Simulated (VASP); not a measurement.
# ZnO (P6_3/mmc) in VASP: notebook

Runs on ZnO. Level: LDA. Tasks: dielectric tensor.

All numbers are computed with VASP 6.6.1; they aren't measurements. Logs are shortened: lines on timing, memory, paths and dates and some standing lists are left out, and cuts for length are marked.

## 1. The crystal as given

Symmetry: P6_3/mmc, No. 194, hexagonal system. Conventional cell: a = 3.288 Å, b = 3.288 Å, c = 7.130 Å, α = 90.00°, β = 90.00°, γ = 120.00°. Zn (site symmetry -6m2) is surrounded by 3 O at 1.90 Å. Around O (site symmetry -6m2) lie 3 Zn at 1.90 Å.

Measurements of this composition are mostly on another form, of space group No. 186.

## 2. Dielectric tensor, LDA

INCAR

```
SYSTEM = ZnO
ALGO = Normal ; EDIFF = 1E-8
ENCUT = 650 ; GGA = CA
ISIF = 2 ; ISMEAR = 0
LASPH = .True. ; LCHARG = .False.
LEPSILON = .True. ; LREAL = .False.
LWAVE = .False. ; NELM = 100
PREC = Accurate ; SIGMA = 0.01
```

KPOINTS

```
k-points
0
Gamma
  11 11 5
  0 0 0
```

POSCAR

```
ZnO
1.0
    3.2879671587      0.0000000000      0.0000000000
   -1.6439835793      2.8474630862      0.0000000000
    0.0000000000      0.0000000000      7.1304413500
Zn O
2 2
Direct
    0.0000000000      0.0000000000      0.2500000000
    0.0000000000      0.0000000000      0.7500000000
    0.6666666667      0.3333333333      0.7500000000
    0.3333333333      0.6666666667      0.2500000000
```

Potentials or basis: VASP PAW LDA potentials, release 64 (Zn, O).

Started as:

```console
$ cat potpaw_LDA.64/Zn/POTCAR potpaw_LDA.64/O/POTCAR > POTCAR
$ mpirun -np 1 vasp_std > vasp.out
```

OUTCAR:

```text
SYSTEM = ZnO
   EDIFF = 1E-8
   ENCUT = 650
   GGA = CA
   ISIF = 2
   ISMEAR = 0
   LASPH = .True.
   LEPSILON = .True.
   LREAL = .False.
   NELM = 100
   PREC = Accurate

 Found     48 irreducible k-points:

 Following reciprocal coordinates:
            Coordinates               Weight
  0.000000  0.000000  0.000000      1.000000
  0.090909 -0.000000  0.000000      6.000000
  0.181818 -0.000000  0.000000      6.000000
  0.272727  0.000000  0.000000      6.000000
  0.363636 -0.000000  0.000000      6.000000
  0.454545  0.000000  0.000000      6.000000
   k-points           NKPTS =     48   k-points in BZ     NKDIM =     48   number of bands    NBANDS=     22
   number of dos      NEDOS =    301   number of ions     NIONS =      4
   total plane-waves  NPLWV =  47040
   dimension x,y,z NGX =    28 NGY =   28 NGZ =   60
   dimension x,y,z NGXF=    56 NGYF=   56 NGZF=  120
   ions per type =               2   2
   NGX,Y,Z   is equivalent  to a cutoff of  14.16, 14.16, 13.99 a.u.
   NGXF,Y,Z  is equivalent  to a cutoff of  28.31, 28.31, 27.98 a.u.
 SYSTEM =  ZnO
   PREC   = accura    normal or accurate (medium, high low for compatibility)
   ISTART =      0    job   : 0-new  1-cont  2-samecut
   ICHARG =      2    charge: 1-file 2-atom 10-const
   ISPIN  =      1    spin polarized calculation?
   LNONCOLLINEAR =      F non collinear calculations
   LSORBIT =      F    spin-orbit coupling
   LASPH  =      T    aspherical Exc in radial PAW
   ENCUT  =  650.0 eV  47.77 Ry    6.91 a.u.   6.84  6.84 14.82*2*pi/ulx,y,z
   NELM   =    100;   NELMIN=  2; NELMDL= -5     # of ELM steps
   EDIFF  = 0.1E-07   stopping-criterion for ELM
   LREAL  =      F    real-space projection
   EDIFFG = 0.1E-06   stopping-criterion for IOM
   NSW    =      0    number of steps for IOM
   IBRION =     -1    ionic relax: 0-MD 1-quasi-New 2-CG
   NFREE  =      0    steps in history (QN), initial steepest desc. (CG)
   ISIF   =      2    stress and relaxation
   ISYM   =      2    0-nonsym 1-usesym 2-fastsym
   POTIM  = 0.5000    time-step for ionic-motion
   TEBEG  =    0.0;   TEEND  =   0.0 temperature during run
   PSTRESS=    0.0 pullay stress
   NELECT =      36.0000    total number of electrons
   NUPDOWN=      -1.0000    fix difference up-down
   EMIN   =  10.00;   EMAX   =-10.00  energy-range for DOS
   EFERMI =   0.00;   METHOD = LEGACY
   ISMEAR =     0;   SIGMA  =   0.01  broadening in eV -4-tet -1-fermi 0-gaus
   EFERMI_NEDOS =   21; number of points for ismear=-14 and -15
   IALGO  =     38    algorithm
   IMIX   =      4    mixing-type and parameters
     AMIX     =   0.40;   BMIX     =  1.00
     AMIX_MAG =   1.60;   BMIX_MAG =  1.00
  volume/ion in A,a.u.               =      16.69       112.63
  Fermi-wavevector in a.u.,A,eV,Ry     =   1.332524  2.518105 24.158775  1.775620
  Thomas-Fermi vector in A             =   2.461452
   LORBIT       =      0    0 simple, 1 ext, 2 COOP (PROOUT), +10 PAW based schemes
   GGA     = CA    functional components
   LHFCALC =     F    Hartree Fock is set to
   AEXX    =    0.0000 exact exchange contribution
   IVDW    =     0    specifies the selected vdW correction
   LEPSILON=     T    determine dielectric tensor
   LRPA    =     F    only Hartree local field effects (RPA)
 non-spin polarized calculation
 Gauss-broadening in eV      SIGMA  =   0.01
  energy-cutoff  :      650.00
  volume of cell :       66.76
 maximum number of plane-waves:      2533
 NGX is ok and might be reduce to    28
   NGX = 13   NGY = 13   NGZ = 29

--------------------------------------- Ionic step        1  -------------------------------------------

 number of electron      35.9999984 magnetization

 E-fermi :  -1.0274     XC(G=0):  -9.5150

 val. band max:       -1.1557227831   @ k =   0.0000   0.0000   0.0000
 cond. band min:      -0.3956810954   @ k =   0.0000   0.0000   0.0000
 fundamental gap:      0.7600416877
 Fermi energy:        -1.0273994263

 k-point     1 :       0.0000    0.0000    0.0000
  band No.  band energies     occupation
      1     -18.2926      2.00000
      2     -18.2057      2.00000
      3      -7.3261      2.00000
      4      -7.3261      2.00000
      5      -7.3114      2.00000
      6      -7.3114      2.00000
      7      -6.1733      2.00000
      8      -5.9776      2.00000
      9      -5.9776      2.00000
     10      -5.9397      2.00000
     11      -5.9397      2.00000
     12      -5.8512      2.00000
     13      -4.3361      2.00000
     14      -2.8469      2.00000
     15      -1.1642      2.00000
     16      -1.1642      2.00000
     17      -1.1557      2.00000
     18      -1.1557      2.00000
     19      -0.3957      0.00000
     20       2.1529      0.00000
     21       3.9176      0.00000
     22       9.6540      0.00000

 k-point     2 :       0.0909   -0.0000    0.0000
  band No.  band energies     occupation
      1     -18.2524      2.00000
      2     -18.1688      2.00000
      3      -7.3419      2.00000
      4      -7.3292      2.00000
      5      -7.2715      2.00000
      6      -7.2567      2.00000
      7      -6.1612      2.00000
      8      -6.0583      2.00000
      9      -5.9839      2.00000
     10      -5.9812      2.00000
     11      -5.9426      2.00000
     12      -5.8406      2.00000
     13      -4.1580      2.00000
     14      -2.7560      2.00000
     15      -1.7668      2.00000
     16      -1.5322      2.00000
     17      -1.3134      2.00000
     18      -1.2864      2.00000
     19       0.2080      0.00000
     20       2.5700      0.00000
     21       3.8969      0.00000
     22       9.5650      0.00000

 k-point     3 :       0.1818   -0.0000    0.0000
  band No.  band energies     occupation
      1     -18.1427      2.00000
      2     -18.0686      2.00000
      3      -7.3647      2.00000
      4      -7.3569      2.00000
      5      -7.1151      2.00000
      6      -7.1003      2.00000
      7      -6.2234      2.00000
      8      -6.1274      2.00000
      9      -6.0923      2.00000
     10      -5.9909      2.00000
     11      -5.9502      2.00000
     12      -5.8149      2.00000
     13      -3.7150      2.00000
     14      -2.6612      2.00000
     15      -2.5227      2.00000
     16      -2.3535      2.00000
     17      -1.6990      2.00000
     18      -1.6501      2.00000
     19       1.1104      0.00000
     20       3.4963      0.00000
     21       3.8390      0.00000
     22       9.2643      0.00000

 k-point     4 :       0.2727    0.0000    0.0000
  band No.  band energies     occupation
      1     -17.9945      2.00000
      2     -17.9354      2.00000
      3      -7.3421      2.00000
      4      -7.3393      2.00000
      5      -6.8827      2.00000
      6      -6.8687      2.00000
      7      -6.3788      2.00000
      8      -6.2170      2.00000
      9      -6.0762      2.00000
     10      -6.0036      2.00000
     11      -5.9602      2.00000
     12      -5.7856      2.00000
     13      -3.5884      2.00000
     14      -3.2751      2.00000
     15      -3.1477      2.00000
     16      -2.2388      2.00000
     17      -2.2055      2.00000
     18      -2.1390      2.00000
     19       2.0772      0.00000
     20       3.7575      0.00000
     21       4.5350      0.00000
     22       8.0272      0.00000

 k-point     5 :       0.3636   -0.0000    0.0000
  band No.  band energies     occupation
      1     -17.8523      2.00000
      2     -17.8119      2.00000
      3      -7.2431      2.00000
      4      -7.2403      2.00000
      5      -6.6290      2.00000
      6      -6.6175      2.00000
      7      -6.4880      2.00000
      8      -6.3187      2.00000
      9      -6.0152      2.00000
     10      -6.0036      2.00000
     11      -5.9693      2.00000
     12      -5.7622      2.00000
     13      -4.4474      2.00000
     14      -4.0998      2.00000
     15      -2.6913      2.00000
     16      -2.6122      2.00000
     17      -2.5808      2.00000
     18      -2.0141      2.00000
     19       3.0734      0.00000
     20       3.6744      0.00000
     21       5.2997      0.00000
     22       7.1858      0.00000

 k-point     6 :       0.4545    0.0000    0.0000
  band No.  band energies     occupation
      1     -17.7630      2.00000
      2     -17.7399      2.00000
      3      -7.1230      2.00000
      4      -7.1126      2.00000
      5      -6.5426      2.00000
      6      -6.4501      2.00000
      7      -6.4423      2.00000
      8      -6.3745      2.00000
      9      -6.0222      2.00000
     10      -5.9748      2.00000
     11      -5.8955      2.00000
     12      -5.7559      2.00000
     13      -5.0583      2.00000
     14      -4.6258      2.00000
     15      -3.0003      2.00000
     16      -2.9138      2.00000
     17      -2.1485      2.00000
     18      -1.9570      2.00000
     19       3.6192      0.00000
     20       4.0131      0.00000
     21       5.1268      0.00000
     22       7.2531      0.00000

 [... further k-points ...]

  FORCE on cell =-STRESS in cart. coord.  units (eV):
  Direction    XX          YY          ZZ          XY          YZ          ZX
  --------------------------------------------------------------------------------------
  -------------------------------------------------------------------------------------
  Total       -4.3565796     -4.3565796     -0.8404797     -0.0000000      0.0000000     -0.0000000
  in kB     -104.5572738   -104.5572738    -20.1713905     -0.0000000      0.0000000     -0.0000000
  external PRESSURE =     -76.4286460 kB  Pullay stress =       0.0000000 kB

 VOLUME and BASIS-vectors are now :
 -----------------------------------------------------------------------------
  energy-cutoff  :      650.00
  volume of cell :       66.76
      direct lattice vectors                 reciprocal lattice vectors
     3.287967159  0.000000000  0.000000000     0.304139291  0.175594901  0.000000000
    -1.643983579  2.847463086  0.000000000     0.000000000  0.351189803  0.000000000
     0.000000000  0.000000000  7.130441350     0.000000000  0.000000000  0.140243773

 POSITION                                       TOTAL-FORCE (eV/Angst)
 -----------------------------------------------------------------------------------
      0.00000      0.00000      1.78261         0.000000     -0.000000     -0.000000
      0.00000      0.00000      5.34783        -0.000000      0.000000     -0.000000
      1.64398      0.94915      5.34783        -0.000000     -0.000000      0.000000
     -0.00000      1.89831      1.78261         0.000000      0.000000      0.000000
 -----------------------------------------------------------------------------------
    total drift:                                0.000000     -0.000000      0.000000

  FREE ENERGIE OF THE ION-ELECTRON SYSTEM (eV)
  ---------------------------------------------------
  free  energy   TOTEN  =       -19.7689769968 eV

  energy  without entropy=      -19.7689769968  energy(sigma->0) =      -19.76897700

 HEAD OF MICROSCOPIC STATIC DIELECTRIC TENSOR (INDEPENDENT PARTICLE, excluding Hartree and local field effects)
 ------------------------------------------------------
           5.948721     0.000000     0.000000
           0.000000     5.948721    -0.000000
           0.000000     0.000000     3.252746
 ------------------------------------------------------

 Free energy of the ion-electron system (eV)
  ---------------------------------------------------
  ---------------------------------------------------
  free energy    TOTEN  =        -0.91595533 eV

  energy without entropy =       -0.91595533

------------------------ aborting loop because EDIFF is reached ----------------------------------------

--------------------------------------- Ionic step        2  -------------------------------------------

------------------------ aborting loop because EDIFF is reached ----------------------------------------

--------------------------------------- Ionic step        3  -------------------------------------------

 Free energy of the ion-electron system (eV)
  ---------------------------------------------------
  ---------------------------------------------------
  free energy    TOTEN  =        -0.38234568 eV

  energy without entropy =       -0.38234568

------------------------ aborting loop because EDIFF is reached ----------------------------------------

 PIEZOELECTRIC TENSOR FIELD DIRECTION 3  (e Angst)
 -----------------------------------------------------------------------------
     0.00094 -0.00000 -0.00000           (  0.00002  0.00000 -0.00000)
    -0.00000  0.00094  0.00000           (  0.00000  0.00002  0.00000)
    -0.00000 -0.00000 -0.00153           ( -0.00000  0.00000 -0.00000)

 PIEZOELECTRIC TENSOR FIELD DIRECTION 3  (C/m^2)
 -----------------------------------------------------------------------------
     0.00023 -0.00000 -0.00000
    -0.00000  0.00023  0.00000
    -0.00000 -0.00000 -0.00037

 MACROSCOPIC STATIC DIELECTRIC TENSOR (including local field effects in DFT)
 ------------------------------------------------------
           5.816684     0.000000     0.000000
           0.000000     5.816684    -0.000000
           0.000000     0.000000     2.909238
 ------------------------------------------------------

 PIEZOELECTRIC TENSOR (including local field effects)  for field in x, y, z        (e  Angst)
          XX          YY          ZZ          XY          YZ          ZX
  --------------------------------------------------------------------------------
  x     0.00000     0.00000     0.00000     0.00000     0.00000     0.00000
  y     0.00000     0.00000     0.00000     0.00000     0.00000     0.00000
  z     0.00000     0.00000     0.00000     0.00000     0.00000     0.00000

 PIEZOELECTRIC TENSOR (including local field effects)  for field in x, y, z        (C/m^2)
          XX          YY          ZZ          XY          YZ          ZX
  --------------------------------------------------------------------------------
  x     0.00000     0.00000     0.00000     0.00000     0.00000     0.00000
  y     0.00000     0.00000     0.00000     0.00000     0.00000     0.00000
  z     0.00000     0.00000     0.00000     0.00000     0.00000     0.00000

 BORN EFFECTIVE CHARGES (including local field effects) (in |e|, cummulative output)
 ---------------------------------------------------------------------------------
 ion    1
    1     2.54070     0.00000     0.00000
    2     0.00000     2.54070     0.00000
    3    -0.00000     0.00000     0.87202
 ion    2
    1     2.54070     0.00000     0.00000
    2     0.00000     2.54070     0.00000
    3     0.00000     0.00000     0.87202
 ion    3
    1    -2.54070    -0.00000     0.00000
    2    -0.00000    -2.54070     0.00000
    3     0.00000     0.00000    -0.87202
 ion    4
    1    -2.54070    -0.00000     0.00000
    2    -0.00000    -2.54070     0.00000
    3     0.00000     0.00000    -0.87202
```

Wall time 9 min (1 thread of Intel Xeon 6975P-C (Granite Rapids), shared host); peak memory 0.6 GiB.

The run converged, but some of its settings lie outside the range that counts as converged, so its numbers aren't taken as properties of the crystal.

What came out:

```
Band gap on the k mesh                  : 0.76 eV, direct
Electronic dielectric tensor (diagonal) : 5.82, 5.82, 2.91
Born charges (mean of the diagonal)     : Zn +1.98; O -1.98 e
```

Caveat: an odd mesh through Γ misses points on the zone boundary, where band edges often lie.

(Part 1 of 3 ends here.)
